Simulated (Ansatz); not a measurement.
Runs of Ansatz 0.2.0 on SrO. Symmetry: Fm-3m, No. 225, cubic system. Conventional cell: a = 5.133 Å, b = 5.133 Å, c = 5.133 Å, α = 90.00°, β = 90.00°, γ = 90.00°. Sr (site symmetry m-3m) is surrounded by 6 O at 2.57 Å. O (site symmetry m-3m) has 6 Sr at 2.57 Å as nearest neighbours. 

| task | level | potentials or basis | cell | k mesh | cutoff (eV) | basis error allowed | gap on the mesh (eV) | pressure (GPa) |
| --- | --- | --- | --- | --- | --- | --- | --- | --- |
| phonons | LDA | all-electron LAPW, scalar-relativistic | as given | 7 × 7 × 7 | 230 | 0.001 eV/atom | 3.25 | - |
| single point | PBEsol | all-electron PAW datasets made for the crystal | as given | 6 × 6 × 6 | 300 | - | 3.20 | -0.5 |
| relaxation of cell and atoms | BLYP | all-electron LAPW, scalar-relativistic | relaxed | 9 × 9 × 9 | - | 0.001 eV/atom | (a) | 0.0 |
| single point | PBEsol | all-electron LAPW, scalar-relativistic | as given | 9 × 9 × 9 | 217 | 0.001 eV/atom | 3.26 | -0.5 |

Alike in all rows: no spin polarisation; smearing fermi-dirac 0.05 eV.

Q: Fill in the values left out.

A: (a) 3.52.

Caveats: an odd mesh through Γ misses points on the zone boundary, where band edges often lie (some runs).

A k mesh can miss the band edges, and the runs leave out spin-orbit coupling on Sr.

Not every run made on this cell is shown here.
